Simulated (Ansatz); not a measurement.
Born–Oppenheimer molecular dynamics of a periodic cell of 16 atoms, WC (start crystal WC, start structure P-6m2, volume 1.1 times the crystal's). It starts from a structure without forces on its atoms.

These are results of Ansatz, DFT PBE-D3(BJ), scalar-relativistic, plane waves, PAW, not measurements. Settings: PAW set soft_1, cutoff 420 eV, k mesh 2x2x2, fermi-dirac smearing 0.24 eV, no spin polarisation.

- ensemble: NVT, Langevin thermostat
- time step: 0.75 fs
- steps asked: 170
- set temperature: 5600 K
- friction: 0.5 /fs
- seed: 298307

First frame:

```xyz
16
Lattice="-2.9892 -5.1774 0.0000 4.4838 -2.5887 0.0000 0.0000 0.0000 5.8493" Properties=species:S:1:pos:R:3
W 0.000 -5.177 0.000
C 1.495 -4.314 1.462
W 0.000 -5.177 2.925
C 1.495 -4.314 4.387
W -1.495 -2.589 0.000
C 0.000 -1.726 1.462
W -1.495 -2.589 2.925
C 0.000 -1.726 4.387
W 1.495 -2.589 0.000
C 2.989 -1.726 1.462
W 1.495 -2.589 2.925
C 2.989 -1.726 4.387
W 0.000 0.000 0.000
C -1.495 -4.314 1.462
W 0.000 0.000 2.925
C -1.495 -4.314 4.387
```

Question: What does the run give?

Answer: All steps were run.

| Quantity | Value |
| --- | --- |
| steps done | 170 |
| time covered | 127.5 fs |
| mean temperature over the second half | 5546 K |
| spread of the potential energy over the second half | 72.6 meV per atom |
| mean potential energy of the second half above the start | 436.7 meV per atom |

A run of 0.13 ps of so small a system gives no equilibrium averages. The friction is so strong that the motion is overdamped, so the time scale means little. Limits of this set-up: coarse k mesh.

Question: What happens to the structure?

Answer: Mean squared displacements from the first frame to the last, about the centre of mass: W 0.02 Å², C 0.08 Å². Another seed would give other details.

Question: How do temperature and energy run in time?

Answer: 
```json
{"time (fs)": "0", "T (K)": "5250", "potential energy less start (eV)": "0.000"}
{"time (fs)": "10.5", "T (K)": "3594", "potential energy less start (eV)": "1.813"}
{"time (fs)": "21", "T (K)": "5711", "potential energy less start (eV)": "2.517"}
{"time (fs)": "31.5", "T (K)": "5566", "potential energy less start (eV)": "4.231"}
{"time (fs)": "42", "T (K)": "5859", "potential energy less start (eV)": "5.638"}
{"time (fs)": "52.5", "T (K)": "6910", "potential energy less start (eV)": "5.936"}
{"time (fs)": "63", "T (K)": "4141", "potential energy less start (eV)": "7.580"}
{"time (fs)": "73.5", "T (K)": "4839", "potential energy less start (eV)": "7.794"}
{"time (fs)": "84", "T (K)": "4599", "potential energy less start (eV)": "7.241"}
{"time (fs)": "94.5", "T (K)": "4257", "potential energy less start (eV)": "8.128"}
{"time (fs)": "105", "T (K)": "6384", "potential energy less start (eV)": "7.647"}
{"time (fs)": "115.5", "T (K)": "6570", "potential energy less start (eV)": "5.209"}
{"time (fs)": "126", "T (K)": "7299", "potential energy less start (eV)": "5.306"}
```

Run time: 15 min on 1 thread of Arm Neoverse V2 (shared host), peak memory 0.54 GiB.
